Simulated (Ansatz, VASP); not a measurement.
# One calculation of Ru, two programs

Contents of INCAR:

```
ALGO = Fast ; EDIFF = 1E-7
ENCUT = 520 ; GGA = PE
ISIF = 2 ; ISMEAR = 0
LASPH = T ; LCHARG = F
LREAL = F ; LWAVE = F
NBANDS = 13 ; NELM = 60
PREC = Accurate ; SIGMA = 0.15
```

Contents of KPOINTS:

```
k-points
0
Gamma
  20 20 20
```

POSCAR

```
Ru
1.0
    0.1333558828      2.0193890817      2.0193890817
    2.0193890817      0.1333558828      2.0193890817
    2.0193890817      2.0193890817      0.1333558828
Ru
1
Direct
    0.0000000000      0.0000000000      0.0000000000
```

Input for Ansatz:

```yaml
crystal:
  lattice:
    - [0.1333558828, 2.0193890817, 2.0193890817]
    - [2.0193890817, 0.1333558828, 2.0193890817]
    - [2.0193890817, 2.0193890817, 0.1333558828]
  atoms:
    - { symbol: Ru, position: [0.0, 0.0, 0.0] }
basis:
  ecutwfc: 420
kpoints:
  mp_grid: { grid: [20, 20, 20] }
hamiltonian:
  xc: pbe
scf:
  occupations: { method: gaussian, width: 0.15 }
output:
  forces: true
  stress: true
  eigenvalues: true
```

Change from the starting cell: equal engineering shear yz, xz and xy +0.0700, equal normal strain along x, y and z +0.0250.

Alike in both runs: task single point; functional PBE; k mesh 20 × 20 × 20; occupations gaussian, width 0.15 eV; no spin polarisation.

|  | VASP | Ansatz |
| --- | --- | --- |
| version | VASP 6.6.1 | Ansatz 0.2.0 |
| potentials or method | VASP PAW PBE potentials, release 64 (Ru_pv) | scalar-relativistic, plane waves, PAW |
| plane-wave cutoff (eV) | 520 | 420 |
| valence electrons in the cell | 14 | 16 |

```csv
,VASP,Ansatz,Ansatz less VASP
gap on the k mesh at the Fermi level (eV),none,none,-
pressure (GPa),-14.6,-14.5,+0.10
largest component of the traceless stress (GPa),11.97,11.99,+0.018
```

A gap of «none» marks a metal or a gap that the smearing closes. The two sets of potentials don't hold the same shells in valence.
